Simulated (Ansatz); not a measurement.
# 4-layer 2H-WTe2 (2H stacking) in a perpendicular field

Wanted: the out-of-plane response of the 4-layer 2H-WTe2 (2H stacking). A positive field points along +c.

Main program and level: Ansatz 0.2.0; plane-wave DFT, PBE-D3(BJ), Ansatz PAW (set soft_1); PAW set soft_1.

### Step 1. The structure

The cell holds 12 atoms: 8 Te and 4 W. Its edges and angles: a = 3.550 Å, b = 3.550 Å, c = 82.635 Å, α = 90.0°, β = 90.0°, γ = 120.0°. Regions: layer 1: 2H-WTe2, 3 atoms (2 Te and 1 W); layer 2: 2H-WTe2, 3 atoms (2 Te and 1 W); layer 3: 2H-WTe2, 3 atoms (2 Te and 1 W); layer 4: 2H-WTe2, 3 atoms (2 Te and 1 W). Vacuum lies along c.

### Step 2. Relaxing the slab

The starting cell is a guess, so the in-plane lattice and the atoms are relaxed first, with the slab cut off from its images along the normal.

input.yaml

```yaml
crystal:
  lattice:
    - [3.55, 0.0, 0.0]
    - [-1.775, 3.0743901834, 0.0]
    - [0.0, 0.0, 82.6345273718]
  atoms:
    - { symbol: Te, position: [0.3333333333, 0.6666666667, 0.3436820044] }
    - { symbol: W, position: [0.0, 0.0, 0.367785923] }
    - { symbol: Te, position: [0.3333333333, 0.6666666667, 0.3918898416] }
    - { symbol: Te, position: [0.0, 0.0, 0.4318247224] }
    - { symbol: W, position: [0.3333333333, 0.6666666667, 0.455928641] }
    - { symbol: Te, position: [0.0, 0.0, 0.4800325596] }
    - { symbol: Te, position: [0.3333333333, 0.6666666667, 0.5199674404] }
    - { symbol: W, position: [0.0, 0.0, 0.544071359] }
    - { symbol: Te, position: [0.3333333333, 0.6666666667, 0.5681752776] }
    - { symbol: Te, position: [0.0, 0.0, 0.6081101584] }
    - { symbol: W, position: [0.3333333333, 0.6666666667, 0.632214077] }
    - { symbol: Te, position: [0.0, 0.0, 0.6563179956] }
  periodic: [true, true, false]
kpoints:
  mp_grid: { grid: [12, 12, 1] }
hamiltonian:
  xc: pbe
  dispersion: d3bj
  pseudopotentials: { kind: paw, azcp: { folder: soft_1 } }
scf:
  occupations: { method: fermi_dirac, width: 0.05 }
  convergence: { dr2_threshold: 1.0e-09 }
relax:
  f_tol: 0.004
  max_steps: 90
  cell: {}
output:
  write_potential: true
  write_density: true
  volumetric_format: npy
```

Run with:

```sh
$ ansatz run input.yaml --threads 4 --pin off --max-ram 12288MiB --backend cpu --events-out ev --progress --plain --runs-dir out
```

Numbers of over 12 decimals in the logs are rounded to 6 here.

The log of the run:

```text
Warning: relax.cell: scf.convergence.dr2_threshold = 1e-9 eV is looser than the 9.34496941516e-11 eV advised for a relaxation that steers and ends on the stress (1e-10 eV for each atom of the cell: 12, times the square of relax.cell.stress_2d_tol = 0.05 N/m over 35.8 Å (the atoms' height at the walk's start and 5 Å past either face), 1.395e-2 GPa, over a crystal's default 0.05). What an SCF threshold leaves in a stress goes as its square root, and in the free energy as the threshold itself, and one threshold admits the most on a small cell: [figures from the program's tests cut] Set scf.convergence.dr2_threshold to 9.34496941516e-11 eV or tighter. [rest of the remark cut]
Engine: ansatz 0.2.0, x86_64-unknown-linux-gnu
Pseudopotentials: kind: paw
Pseudopotential: Te, paw, valence charge 16, recommended cutoff 420 eV (normal), soft_1/Te.paw.azcp
Pseudopotential: W, paw, valence charge 14, recommended cutoff 420 eV (normal), soft_1/W.paw.azcp
Functional definition: PBE
  parameter kappa = 0.804
  parameter beta = 0.066725
  exchange = pbe_x(kappa = kappa, mu = beta*pi^2/3)
  correlation = pbe_c(beta = beta)
Crystal: 12 atoms, lattice volume = 901.880 Å³
Basis set: ecut = 420 eV, 17443 PW (Γ), exchange–correlation on 48×48×1152 points (8 copies of the dense FFT grid, shifted against one another)
Bands: 111, of which v1, the nominal top of the filled ones, is band 92 counted from 1 (91 counted from 0)
Symmetry: 12 space group operations
Space group: P-3m1 (ITA 164), of the structure as read, at distance tolerance 9.7e-5 Å
k-points: 19 of 144
Non-local potential: Te, projectors of the file, l = 0: 2, l = 1: 2, l = 2: 2, l = 3: 1
Non-local potential: W, projectors of the file, l = 0: 3, l = 1: 2, l = 2: 2, l = 3: 1
PAW form: soft (Blöchl's): semilocal exchange-correlation on the pseudo side does not see the compensation charge
PAW one-centre angular grid: Te, 590 points (default); XC on 64 Gauss nodes
PAW one-centre angular grid: W, 590 points (default); XC on 64 Gauss nodes
Initial density: superposition of atomic densities (neutral atoms: chi_scale 0, normalization atom)
Initial wavefunctions: pseudopotential atomic-orbital guess
Functional: x = pbe(κ = 0.804, μ = 0.219515), c = pbe(β = 0.066725)
SCF iter   1: F=—  HF=-97390.301154 eV  |F-HF|=—  |Δ(HF+E_count)|=         —  Δρ=1.54e-2  dr2=7.60e0  ethr=3.10e-3  ⟨swp⟩=12.9  Hψ=12361  notcnv=0  defer=11
preconditioner: auto → Resta (q_TF=auto, 2.093 Å⁻¹)  ε∞=3.2  [insulator: Δε(μ)=0.723 eV  Ē_g=7.006 eV  σ=0.050 eV  W_gap=1.00  n_scr=120 (ndim 8)  ℏωp=10.5 eV  f_vac=0.639  D(μ)=0.00/eV (n_scr^D=0)  ε∞_Penn≈3.2  vacuum switching on, ρ_ref=3.6e-3 e/Å³]
SCF iter   2: F=—  HF=-97389.423380 eV  |F-HF|=—  |Δ(HF+E_count)|=   8.78e-1  Δρ=1.32e-2  dr2=3.30e0  ethr=3.10e-3  ⟨swp⟩=3.9  Hψ=3751  notcnv=0  defer=141
SCF iter   3: F=—  HF=-97389.123812 eV  |F-HF|=—  |Δ(HF+E_count)|=   3.00e-1  Δρ=6.14e-3  dr2=1.39e0  ethr=1.79e-3  ⟨swp⟩=3.8  Hψ=3436  notcnv=0  defer=141
SCF iter   4: F=—  HF=-97388.978498 eV  |F-HF|=—  |Δ(HF+E_count)|=   1.45e-1  Δρ=2.35e-3  dr2=1.13e-1  ethr=7.56e-4  ⟨swp⟩=2.5  Hψ=3232  notcnv=0  defer=126
SCF iter   5: F=—  HF=-97388.980085 eV  |F-HF|=—  |Δ(HF+E_count)|=   1.59e-3  Δρ=1.06e-3  dr2=1.82e-1  ethr=6.12e-5  ⟨swp⟩=3.6  Hψ=3571  notcnv=0  defer=126
SCF iter   6: F=—  HF=-97388.969957 eV  |F-HF|=—  |Δ(HF+E_count)|=   1.01e-2  Δρ=3.10e-4  dr2=3.62e-3  ethr=6.12e-5  ⟨swp⟩=3.1  Hψ=2836  notcnv=0  defer=126
SCF iter   7: F=—  HF=-97388.970537 eV  |F-HF|=—  |Δ(HF+E_count)|=   5.80e-4  Δρ=3.80e-4  dr2=1.16e-2  ethr=1.97e-6  ⟨swp⟩=3.6  Hψ=4358  notcnv=0  defer=129
SCF iter   8: F=—  HF=-97388.969814 eV  |F-HF|=—  |Δ(HF+E_count)|=   7.23e-4  Δρ=7.98e-5  dr2=3.25e-4  ethr=1.97e-6  ⟨swp⟩=3.0  Hψ=2942  notcnv=0  defer=127
SCF iter   9: F=—  HF=-97388.969813 eV  |F-HF|=—  |Δ(HF+E_count)|=   1.55e-6  Δρ=6.65e-5  dr2=3.83e-4  ethr=1.77e-7  ⟨swp⟩=3.7  Hψ=3338  notcnv=0  defer=127
SCF iter  10: F=—  HF=-97388.969797 eV  |F-HF|=—  |Δ(HF+E_count)|=   1.60e-5  Δρ=1.64e-5  dr2=6.92e-6  ethr=1.77e-7  ⟨swp⟩=2.9  Hψ=2848  notcnv=0  defer=127
SCF iter  11: F=—  HF=-97388.970173 eV  |F-HF|=—  |Δ(HF+E_count)|=   3.76e-4  Δρ=9.37e-6  dr2=3.48e-6  ethr=3.76e-9  ⟨swp⟩=4.0  Hψ=3686  notcnv=0  defer=126
SCF iter  12: F=—  HF=-97388.970173 eV  |F-HF|=—  |Δ(HF+E_count)|=   3.44e-8  Δρ=5.37e-6  dr2=1.17e-6  ethr=1.89e-9  ⟨swp⟩=2.9  Hψ=3259  notcnv=0  defer=126
SCF iter  13: F=—  HF=-97388.970173 eV  |F-HF|=—  |Δ(HF+E_count)|=   7.15e-8  Δρ=1.27e-6  dr2=4.48e-8  ethr=6.36e-10  ⟨swp⟩=2.9  Hψ=3020  notcnv=0  defer=126
SCF iter  14: F=—  HF=-97388.970173 eV  |F-HF|=—  |Δ(HF+E_count)|=   1.19e-9  Δρ=5.06e-7  dr2=1.03e-8  ethr=2.43e-11  ⟨swp⟩=3.1  Hψ=3784  notcnv=0  defer=126
SCF iter  15: F=—  HF=-97388.970173 eV  |F-HF|=—  |Δ(HF+E_count)|=   3.77e-9  Δρ=1.52e-7  dr2=4.11e-9  ethr=5.61e-12  ⟨swp⟩=2.8  Hψ=2901  notcnv=0  defer=126
SCF iter  16: F=-97388.970173 eV  HF=-97388.970173 eV  |F-HF|=2.08e-9  |Δ(HF+E_count)|=  4.37e-11  Δρ=9.66e-8  dr2=5.04e-10  ethr=1.00e-12  ⟨swp⟩=9.9  Hψ=15014  notcnv=0
SCF 1 converged in 16 iterations: F = -97388.970173 eV  dr2 = 5.04e-10
  greatest PAW one-centre occupation: 0.999 electrons in one spin orbital (limit 2), on the W atom at site 7 (counted from 0), in its partial waves of l = 0
relax step   1: F+E_penalty+E_count = -97388.97017295 eV  Δ(F+E_penalty+E_count) = +0.000e0 eV  max|allowed force component| = 2.106e0 eV/Å  Δτ_max = 0.0000 Å  P = -22.551 N/m  Ω = 901.880 Å³  fix = [c, alpha, beta]  reactions: c -0.000 N/m  (16 SCF iters, accepted)
Crystal: 12 atoms, lattice volume = 878.362 Å³
Basis set: ecut = 420 eV, 17083 PW (Γ), exchange–correlation on 48×48×1152 points (8 copies of the dense FFT grid, shifted against one another)
Initial density: handed on by an earlier stage of this run
Initial wavefunctions: those handed on with the density
iter 1 solved again at ethr=8.50e-4 eV; its pass at ethr=3.10e-3 eV (dr2=1.56e0 eV) is discarded
SCF iter   1: F=—  HF=-97390.791958 eV  |F-HF|=—  |Δ(HF+E_count)|=         —  Δρ=8.97e-3  dr2=1.57e0  ethr=8.50e-4  ⟨swp⟩=3.2  Hψ=13959  notcnv=0  defer=1
preconditioner: auto → Resta (q_TF=auto, 2.103 Å⁻¹)  ε∞=3.0  [insulator: Δε(μ)=1.005 eV  Ē_g=7.544 eV  σ=0.050 eV  W_gap=1.00  n_scr=108 (ndim 8)  ℏωp=10.6 eV  f_vac=0.646  D(μ)=0.00/eV (n_scr^D=0)  ε∞_Penn≈3.0  vacuum switching on, ρ_ref=4.1e-3 e/Å³]
SCF iter   2: F=—  HF=-97390.708824 eV  |F-HF|=—  |Δ(HF+E_count)|=   8.31e-2  Δρ=5.89e-3  dr2=1.07e0  ethr=8.50e-4  ⟨swp⟩=5.3  Hψ=3850  notcnv=0  defer=2
[...]
relax step   9: F+E_penalty+E_count = -97390.73338662 eV  Δ(F+E_penalty+E_count) = -1.752e-5 eV  max|allowed force component| = 5.275e-4 eV/Å  Δτ_max = 0.0088 Å  P = -0.003 N/m  Ω = 877.981 Å³  energy of the carried Pulay correction = +1.876e-3 eV  fix = [c, alpha, beta]  reactions: c -0.000 N/m  (9 SCF iters, accepted)
Initial wavefunctions: pseudopotential atomic-orbital guess (no wavefunctions were taken with the density)
iter 1 solved again at ethr=4.46e-7 eV; its pass at ethr=3.10e-3 eV (dr2=8.20e-4 eV) is discarded
SCF iter   1: F=—  HF=-97390.730947 eV  |F-HF|=—  |Δ(HF+E_count)|=         —  Δρ=2.26e-5  dr2=9.78e-7  ethr=4.46e-7  ⟨swp⟩=6.4  Hψ=22907  notcnv=0
eigensolver tolerance schedule: the retry pair's looser diagonalisation over-reported the residual by 837.12 of it (diagonalisation noise at 0.14 of the residual, at the tolerance the schedule requests for it); recorded, not acted on — ethr = c·dr2/N_el stays at c = 1.0e-1
preconditioner: auto → Resta (q_TF=auto, 2.103 Å⁻¹)  ε∞=3.0  [insulator: Δε(μ)=0.885 eV  Ē_g=7.590 eV  σ=0.050 eV  W_gap=1.00  n_scr=108 (ndim 8)  ℏωp=10.6 eV  f_vac=0.660  D(μ)=0.00/eV (n_scr^D=0)  ε∞_Penn≈3.0  vacuum switching on, ρ_ref=4.2e-3 e/Å³]
SCF iter   2: F=—  HF=-97390.731336 eV  |F-HF|=—  |Δ(HF+E_count)|=   3.90e-4  Δρ=1.11e-5  dr2=1.89e-7  ethr=5.32e-10  ⟨swp⟩=5.0  Hψ=6376  notcnv=0
SCF iter   3: F=—  HF=-97390.731336 eV  |F-HF|=—  |Δ(HF+E_count)|=   2.27e-7  Δρ=3.12e-6  dr2=1.80e-7  ethr=1.03e-10  ⟨swp⟩=4.0  Hψ=5107  notcnv=0
SCF iter   4: F=—  HF=-97390.731336 eV  |F-HF|=—  |Δ(HF+E_count)|=   8.15e-9  Δρ=1.64e-6  dr2=1.17e-8  ethr=9.76e-11  ⟨swp⟩=2.6  Hψ=2745  notcnv=0
SCF iter   5: F=—  HF=-97390.731336 eV  |F-HF|=—  |Δ(HF+E_count)|=   3.20e-9  Δρ=4.71e-7  dr2=3.08e-9  ethr=6.36e-12  ⟨swp⟩=3.7  Hψ=3980  notcnv=0
SCF iter   6: F=—  HF=-97390.731336 eV  |F-HF|=—  |Δ(HF+E_count)|=  2.04e-10  Δρ=2.23e-7  dr2=2.49e-9  ethr=1.00e-12  ⟨swp⟩=19.9  Hψ=18345  notcnv=0
SCF iter   7: F=-97390.731336 eV  HF=-97390.731336 eV  |F-HF|=1.23e-8  |Δ(HF+E_count)|=   2.12e-9  Δρ=1.10e-7  dr2=4.41e-10  ethr=1.00e-12  ⟨swp⟩=8.4  Hψ=11964  notcnv=0
SCF 10 converged in 7 iterations: F = -97390.731336 eV  dr2 = 4.41e-10
relax step  10: F+E_penalty+E_count = -97390.73133642 eV  Δ(F+E_penalty+E_count) = +2.050e-3 eV  max|allowed force component| = 6.976e-4 eV/Å  Δτ_max = 0.0000 Å  P = +0.003 N/m  Ω = 877.981 Å³  fix = [c, alpha, beta]  reactions: c +0.000 N/m  stress off target by 2.78e-3 N/m on what of the cell is left free  SCF on the basis re-selected at this cell (its energy is not comparable with the rows above)  (7 SCF iters)
basis re-selected at this cell: Δ(F+E_penalty+E_count) = +2.050e-3 eV, ΔP = +0.006 N/m vs the last step (what re-selecting the basis moved, of the pressure what is left beyond the Pulay correction that the steps carried, after the strain that the cell walked since its last selection, with what the two solves' SCF thresholds leave and, on support functions, any second-order correction that the steps lacked; it is no m [...]
WARN: The output density's exchange-correlation potential varies sharply where the density is thin. Do not read a vacuum level from v_tot or v_xc, or from such a field of the output density. On a cell that repeats whose density bears no net charge and no dipole along the vacuum's axis use v_es (v_loc + v_h of the components); under efield.dipole_correction with no amplitude use v_es + v_field, which holds any externa [...]
dispersion: the relaxed geometry stands within reach of a switch of an atom's C6, across which e_disp changes (each atom's share, over what another start of this relaxation can change, counted as every distance, over a cell that relax.cell.fix or crystal.periodic holds in part: site 1 (W), some 0.14 eV, crossed with farther neighbours; site 4 (W), some 0.16 eV, crossed with farther neighbours; site 7 (W), some 0.16 eV, crossed with farther neighbours; site 10 (W), some 0.14 eV, crossed with farther neighbours; some 0.61 eV in sum): a start on the other side of the switch can end at another minimum, lower or higher, and the walk did not compare the two: [rest of the remark cut]
SCF converged after 7 iterations
Free energy (F): -97390.731336 eV
Harris-Foulkes:  -97390.731336 eV  (|F-HF|=1.23e-8)
Internal energy: -97390.731317 eV  (E = F + TS)
E sigma→0 (E₀):  -97390.731327 eV
Entropy (-TS):   -0.000019 eV (-0.002 meV/atom)
Fermi energy:    -4.119110 eV
--- Per-component energies (eV) ---
  E_band       = -5624.467169
  E_kinetic    = 3074.888894
  E_local      = -3362075.652671  (includes V_loc(G=0)·N_el)
  E_nonlocal   = 432.971055
  E_hartree    = 1679257.317633
  E_xc         = -2051.175552
  E_vxc        = -1742.639450  (∫ρ·V_xc dr)
  E_paw        = -71688.482331  (= ΣΔE_a)
  E_vpaw       = -3828.652768  (= ΣTr[D̂ρ^β])
  E_aug_tail   = 0.001290  (compensation charges beyond the density's cutoff)
  E_ewald      = 1655665.478115
  E_disp       = -6.077751  (pairwise vdW)
  E_smearing   = -0.000019  (= −TS)
  E_closure    = -0.000000  (closes the sum)
  Σ components = -97390.731336   (vs F -97390.731336, Δ=0.00e0)
--- Forces (eV/Å), atoms counted from 1 ---
  atom   1  Te     0.00000000    -0.00000000    -0.00027910
  atom   2  W      0.00000000     0.00000000    -0.00018766
  atom   3  Te     0.00000000    -0.00000000    -0.00016739
  atom   4  Te    -0.00000000     0.00000000    -0.00002448
  atom   5  W      0.00000000    -0.00000000     0.00015207
  atom   6  Te    -0.00000000     0.00000000     0.00069758
  atom   7  Te    -0.00000000    -0.00000000    -0.00069758
  atom   8  W      0.00000000     0.00000000    -0.00015207
  atom   9  Te     0.00000000    -0.00000000     0.00002448
  atom  10  Te     0.00000000     0.00000000     0.00016739
  atom  11  W      0.00000000    -0.00000000     0.00018766
  atom  12  Te     0.00000000     0.00000000     0.00027910
  max |Σ_I F_I| component: 5.20e-18 eV/Å
--- 2D stress c σ (N/m, compression-positive) ---
        0.002778       0.000000      -0.000000
       -0.000000       0.002778      -0.000000
       -0.000000      -0.000000       0.000000
  P = ½ c Tr σ = 0.0028 N/m
--- Band table (eV; the first three rows and the last of 19) ---
  k-point 0: bands = [... 88 lower, -5.4600, -4.7550, -4.6070, -4.5383, -1.5642, -1.5642, -1.5377, -1.5377, ... 15 higher]
  k-point 1: bands = [... 88 lower, -5.4260, -4.7085, -4.6663, -4.6476, -1.8779, -1.8653, -1.8396, -1.7945, ... 15 higher]
  k-point 2: bands = [... 88 lower, -5.4739, -5.0385, -5.0218, -4.9943, -2.6653, -2.5895, -2.4614, -2.3600, ... 15 higher]
  k-point 18: bands = [... 88 lower, -4.8394, -4.7523, -4.6321, -4.5309, -3.4338, -3.4338, -3.4222, -3.4222, ... 15 higher]
  the weakly bound empty levels are not read free of the cell's end (no_gap_told)
--- Relaxed structure (9 steps of the walk, 8 accepted, 1 SCFs on fresh bases) ---
  F+E_penalty+E_count = -97390.73133642 eV   max|allowed force component| = 6.976e-4 eV/Å   (the final SCF, on the basis selected at the relaxed cell)
  cell:  # Å, volume = 877.9806 Å³
    - [3.502647, 0, 0]
    - [-1.751323, 3.033381, 0]
    - [0, 0, 82.6345273718]
  atoms:
    - { symbol: Te, position: [0.333333, 0.666667, 0.353232] }
    - { symbol: W, position: [9.25185853962011e-18, -5.0885221963063375e-17, 0.375318] }
    - { symbol: Te, position: [0.333333, 0.666667, 0.397423] }
    - { symbol: Te, position: [9.251858539619974e-18, -5.088522196306341e-17, 0.436360] }
    - { symbol: W, position: [0.333333, 0.666667, 0.458439] }
    - { symbol: Te, position: [9.251858539619998e-18, -5.088522196306341e-17, 0.480519] }
    - { symbol: Te, position: [0.333333, 0.666667, 0.519481] }
    - { symbol: W, position: [9.251858539619995e-18, -5.088522196306338e-17, 0.541561] }
    - { symbol: Te, position: [0.333333, 0.666667, 0.563640] }
    - { symbol: Te, position: [9.251858539620045e-18, -5.088522196306343e-17, 0.602577] }
    - { symbol: W, position: [0.333333, 0.666667, 0.624682] }
    - { symbol: Te, position: [9.251858539620039e-18, -5.088522196306343e-17, 0.646768] }
```

Elapsed: 4.9 min, on 4 threads of Intel Xeon Platinum 8375C at 2.90GHz (Ice Lake), shared host; peak memory 3 GiB; 19 min of CPU time.

The steps of the relaxation:

| step | energy less that of the first step (eV) | largest force component (eV/Å) | volume (Å³) |
| --- | --- | --- | --- |
| 1 | 0.0000 | 2.1064 | 901.88 |
| 2 | -1.5967 | 0.4396 | 878.36 |
| 3 | -1.6845 | 0.1439 | 869.88 |
| 4 | -1.7342 | 0.0430 | 873.88 |
| 5 | -1.7602 | 0.0232 | 876.19 |
| 6 | -1.7630 | 0.0158 | 878.06 |
| 7 | -1.7624 | 0.0246 | 877.94 |
| 8 | -1.7632 | 0.0020 | 877.88 |
| 9 | -1.7632 | 0.0005 | 877.98 |
| 10* | -1.7612 | 0.0007 | 877.98 |

Relaxation steps marked * repeat the geometry before them on a plane-wave basis chosen anew for their cell, so energy and pressure can jump there. Relaxation step 7 was tried and not accepted.

Forces are held to the 12 operations that the run works with; a distortion that breaks them can't arise in this run.

| cell as run | before | after | change |
| --- | --- | --- | --- |
| a (Å) | 3.550 | 3.503 | -1.3 % |
| b (Å) | 3.550 | 3.503 | -1.3 % |

The atoms that moved most (Å, along periodic axes as changes of fractional coordinates times the final cell, across vacuum about the mean position):

```csv
atom,dx,dy,dz,length
Te12,0.000,0.000,-0.789,0.789
Te1,0.000,0.000,0.789,0.789
W2,0.000,0.000,0.622,0.622
W11,0.000,0.000,-0.622,0.622
Te3,0.000,0.000,0.457,0.457
Te10,0.000,0.000,-0.457,0.457
Te4,0.000,0.000,0.375,0.375
Te9,0.000,0.000,-0.375,0.375
```

The lattice constant a goes from 3.550 to 3.503 Å.

(Part 1 of 2 ends here.)

[Logs are printed without paths, hosts, clocks, repeated set-up lines and the standing remarks that a program may print on its own settings, such as how far it seeks lower states.]

[Hosts, paths, dates, database ids (printed as entryN), source tags and the programs' standing remarks are cut or masked in the printed files.]

[Maps of the electrostatic potential energy from Ansatz leave out the sawtooth potential of an applied field or a dipole correction, so their vacuum need not be flat; planar profiles and work functions include it.]
